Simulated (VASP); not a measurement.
# Relaxed cell of LiCl: a test of cutoff and mesh, part 2 of 2

How far does the relaxed cell of LiCl depend on cutoff and k mesh? The starting structure is a measured crystal structure from the Crystallography Open Database. The first relaxation on each setting starts from this cell expanded by 3 % in volume.

VASP 6.6.1.

Results so far: reference 16.20 Å³ an atom; a cutoff of 500 eV 16.20 Å³ an atom; a 4×4×4 mesh 16.26 Å³ an atom.

## Step 5: Relaxation with a cutoff of 850 eV

Level of this step: PBEsol; plane waves and PAW (Cl, Li_sv) (VASP).

Against step 2 the input has ENCUT = 850. This run starts from the cell of an earlier relaxation, which isn't shown; the restart sets up the plane waves anew.

File INCAR:

```
SYSTEM = LiCl
PREC = Accurate
ENCUT = 850
EDIFF = 1E-06
NELM = 100
ISMEAR = 0
SIGMA = 0.03
LREAL = .FALSE.
ALGO = Normal
GGA = PS
NBANDS = 11
LORBIT = 11
LWAVE = .FALSE.
LCHARG = .FALSE.
KPAR = 4
IBRION = 2
NSW = 50
ISIF = 3
EDIFFG = -0.006
```

File POSCAR:

```
LiCl
1.0
    0.0000000000      2.5320552667      2.5320552667
    2.5320552667      0.0000000000      2.5320552667
    2.5320552667      2.5320552667      0.0000000000
Cl Li
1 1
Direct
    0.5000000000      0.5000000000      0.5000000000
    0.0000000000      0.0000000000      0.0000000000
```

File KPOINTS:

```
Automatic mesh
0
Gamma
8 8 8
0 0 0
```

Potentials, in the order of the species: Cl and Li_sv (PBE family, release 64).

Run with:

```bash
mpirun -np 4 vasp_std
```

Output:

```text
[... set-up lines as in an earlier step ...]
 entering main loop
       N       E                     dE             d eps       ncg     rms          rms(c)
DAV:   1     0.530492722628E+02    0.53049E+02   -0.53998E+03   638   0.118E+03
DAV:   2    -0.453468791940E+01   -0.57584E+02   -0.54394E+02   851   0.171E+02
DAV:   3    -0.759688031035E+01   -0.30622E+01   -0.30538E+01   812   0.429E+01
DAV:   4    -0.768911380869E+01   -0.92233E-01   -0.92149E-01   945   0.689E+00
[...]
DAV:  10    -0.763762537737E+01   -0.29235E-04   -0.40059E-05   747   0.500E-02    0.237E-02
DAV:  11    -0.763762429024E+01    0.10871E-05   -0.43104E-06   806   0.145E-02    0.231E-03
DAV:  12    -0.763762430714E+01   -0.16895E-07   -0.12210E-07   445   0.346E-03
   1 F= -.76376243E+01 E0= -.76376243E+01  d E =-.763762E+01
[...]
reached required accuracy - stopping structural energy minimisation
```

It took 3.8 s on 4 MPI ranks of Intel Xeon 6975P-C (Granite Rapids), shared host; peak memory 0.79 GiB; 13 s of CPU time.

Parts of OUTCAR (step 5):

```text
  Total       -0.0052659     -0.0052659     -0.0052659      0.0000000      0.0000000     -0.0000000
  in kB       -0.2598580     -0.2598580     -0.2598580      0.0000000      0.0000000     -0.0000000
  external PRESSURE =      -0.2598580 kB  Pullay stress =       0.0000000 kB

 POSITION                                       TOTAL-FORCE (eV/Angst)
 -----------------------------------------------------------------------------------
      2.53206      2.53206      2.53206         0.000000     -0.000000      0.000000
      0.00000      0.00000      0.00000        -0.000000      0.000000     -0.000000
 -----------------------------------------------------------------------------------
    total drift:                                0.000000      0.000000      0.000000

  FREE ENERGIE OF THE ION-ELECTRON SYSTEM (eV)
  ---------------------------------------------------
  free  energy   TOTEN  =        -7.6376243071 eV

  energy  without entropy=       -7.6376243071  energy(sigma->0) =       -7.63762431

[... 2 parts as in an earlier step ...]

[... 2 further parts left out ...]
[key lines of the parts left out:]
E-fermi :   1.1235
```

With a cutoff of 850 eV the cell ends at 16.234 Å³ an atom, +0.23 % from the reference.

## Step 6: Relaxation with a 10×10×10 mesh

Against step 2 the input has a 10×10×10 mesh. This run starts from the cell of an earlier relaxation, which isn't shown; the restart sets up the plane waves anew.

Changes to INCAR since step 5:

```diff
@@ -2,3 +2,3 @@
 PREC = Accurate
-ENCUT = 850
+ENCUT = 650
 EDIFF = 1E-06
```

File POSCAR:

```
LiCl
1.0
    0.0000000000      2.5301145695      2.5301145695
    2.5301145695      0.0000000000      2.5301145695
    2.5301145695      2.5301145695      0.0000000000
Cl Li
1 1
Direct
    0.5000000000      0.5000000000      0.5000000000
    0.0000000000      0.0000000000      0.0000000000
```

File KPOINTS:

```
Automatic mesh
0
Gamma
10 10 10
0 0 0
```

Run with:

```bash
mpirun -np 4 vasp_std
```

Output:

```text
[... set-up lines as in an earlier step ...]
 entering main loop
       N       E                     dE             d eps       ncg     rms          rms(c)
DAV:   1     0.457551930510E+02    0.45755E+02   -0.47130E+03  1034   0.988E+02
DAV:   2    -0.499327964233E+01   -0.50748E+02   -0.48965E+02  1269   0.161E+02
DAV:   3    -0.761607664763E+01   -0.26228E+01   -0.26161E+01  1386   0.392E+01
DAV:   4    -0.769057366843E+01   -0.74497E-01   -0.74428E-01  1458   0.634E+00
[...]
DAV:   9    -0.763903064338E+01    0.13544E-04   -0.13170E-04  1338   0.892E-02    0.337E-02
DAV:  10    -0.763905559084E+01   -0.24947E-04   -0.40480E-05  1196   0.492E-02    0.241E-02
DAV:  11    -0.763905624560E+01   -0.65476E-06   -0.47416E-06  1287   0.151E-02
   1 F= -.76390562E+01 E0= -.76390562E+01  d E =-.763906E+01
[...]
reached required accuracy - stopping structural energy minimisation
```

Run time: 3.6 s. Hardware: 4 MPI ranks; peak memory 0.65 GiB.

Parts of OUTCAR (step 6):

```text
  Total        0.0018735      0.0018735      0.0018735      0.0000000      0.0000000     -0.0000000
  in kB        0.0926624      0.0926624      0.0926624      0.0000000      0.0000000     -0.0000000
  external PRESSURE =       0.0926624 kB  Pullay stress =       0.0000000 kB

 POSITION                                       TOTAL-FORCE (eV/Angst)
 -----------------------------------------------------------------------------------
      2.53011      2.53011      2.53011         0.000000      0.000000     -0.000000
      0.00000      0.00000      0.00000        -0.000000     -0.000000      0.000000
 -----------------------------------------------------------------------------------
    total drift:                               -0.000000     -0.000000      0.000000

  FREE ENERGIE OF THE ION-ELECTRON SYSTEM (eV)
  ---------------------------------------------------
  free  energy   TOTEN  =        -7.6390562456 eV

  energy  without entropy=       -7.6390562456  energy(sigma->0) =       -7.63905625

[... 1 part as in an earlier step ...]

[... 3 further parts left out ...]
[key lines of the parts left out:]
E-fermi :   1.0057
```

With a 10×10×10 mesh the cell ends at 16.196 Å³ an atom, +0.00 % from the reference.

## Step 7: All runs side by side

| run | volume (Å³/atom) | change (%) | pressure left (GPa) | core minutes |
| --- | --- | --- | --- | --- |
| reference | 16.197 | - | 0.0 | 0.667 |
| a cutoff of 500 eV | 16.201 | 0.02 | -0.05 | 0.587 |
| a 4×4×4 mesh | 16.263 | 0.41 | 0.01 | 0.44 |
| a cutoff of 850 eV | 16.234 | 0.23 | -0.03 | 0.92 |
| a 10×10×10 mesh | 16.196 | 0.0 | 0.01 | 0.747 |

Core minutes are wall time times ranks, summed over the relaxations behind a row (those for a bulk modulus apart), on shared hosts.

## Step 8: Outcome

| Quantity | Value |
| --- | --- |
| volume of the reference | 16.20 Å³/atom |
| volume against the reference, a cutoff of 500 eV | +0.02 % |
| volume against the reference, a 4×4×4 mesh | +0.41 % |
| volume against the reference, a cutoff of 850 eV | +0.23 % |
| volume against the reference, a 10×10×10 mesh | +0.00 % |

In words: The volume moves most with a 4×4×4 mesh: +0.41 % against the reference (650 eV, 8×8×8 mesh). On finer settings it changes by +0.23 % with a cutoff of 850 eV and +0.00 % with a 10×10×10 mesh. The relaxations stop with up to 0.05 GPa left, which at a bulk modulus of 50 GPa, to name a scale, is 0.09 % of the volume. Further runs on this material are not shown.

[Lines on the potential files, build, host, timing and source positions are cut from VASP's logs without a mark.]

[Logs are printed without paths, hosts, clocks, repeated set-up lines and the standing remarks that a program may print on its own settings, such as how far it seeks lower states.]

[Hosts, paths, dates, database ids (printed as entryN), source tags and the programs' standing remarks are cut or masked in the printed files.]
